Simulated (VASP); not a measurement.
A run of VASP 6.6.1:

The input run.py:

```python
from ase.calculators.vasp import Vasp
from ase.dft.bandgap import bandgap
from ase.io import read

atoms = read('Ge.cif')
calc = Vasp(
    directory='calc',
    xc='pbe',
    pp='PBE',
    setups='recommended',
    prec='Accurate',
    encut=520,
    ediff=1e-07,
    ismear=0,
    sigma=0.1,
    lreal=False,
    lasph=True,
    nelm=60,
    algo='Normal',
    isif=2,
    lwave=False,
    lcharg=False,
    kpts=[6, 6, 6],
    gamma=True,
)
atoms.calc = calc

print('energy (eV):', atoms.get_potential_energy())
print('free energy (eV):', atoms.get_potential_energy(force_consistent=True))
print('forces (eV/A):')
print(atoms.get_forces())
print('stress (eV/A^3, Voigt):', atoms.get_stress())
print('Fermi level (eV):', calc.get_fermi_level())
gap, top, bottom = bandgap(calc)
print('band gap (eV):', gap, 'from (spin, k, band)', top, 'to', bottom)
```

Contents of Ge.cif:

```cif
data_Ge
_cell_length_a 6.03475995
_cell_length_b 6.03475995
_cell_length_c 6.03475995
_cell_angle_alpha 109.47122063
_cell_angle_beta 109.47122063
_cell_angle_gamma 109.47122063
_space_group_name_H-M_alt 'P1'
_space_group_name_Hall 'P 1'
_space_group_IT_number 1
loop_
_space_group_symop_operation_xyz
'x,y,z'
loop_
_atom_site_label
_atom_site_type_symbol
_atom_site_symmetry_multiplicity
_atom_site_Wyckoff_symbol
_atom_site_fract_x
_atom_site_fract_y
_atom_site_fract_z
_atom_site_occupancy
Ge1 Ge 1 a 0.2988990800 0.2988990800 0.2988990800 1
Ge2 Ge 1 a 0.0000000000 0.2011009200 0.5000000000 1
Ge3 Ge 1 a 0.2011009200 0.5000000000 0.0000000000 1
Ge4 Ge 1 a 0.5000000000 0.0000000000 0.2011009200 1
Ge5 Ge 1 a 0.7011009200 0.7011009200 0.7011009200 1
Ge6 Ge 1 a 0.0000000000 0.7988990800 0.5000000000 1
Ge7 Ge 1 a 0.7988990800 0.5000000000 0.0000000000 1
Ge8 Ge 1 a 0.5000000000 0.0000000000 0.7988990800 1
```

Potentials or basis: VASP PAW PBE potentials, release 64 (Ge_d).

The run is started by

```bash
$ python run.py
```

Hardware: 1 thread of Intel(R) Xeon(R) Platinum 8488C (Sapphire Rapids), with other jobs on the host.

Task: Estimate the wall time of this run.

Result: Wall time 2.6 min on 1 thread of Intel(R) Xeon(R) Platinum 8488C (Sapphire Rapids), with other jobs on the host, peak memory 0.39 GiB. Counts: scf iterations 14, k points 18.
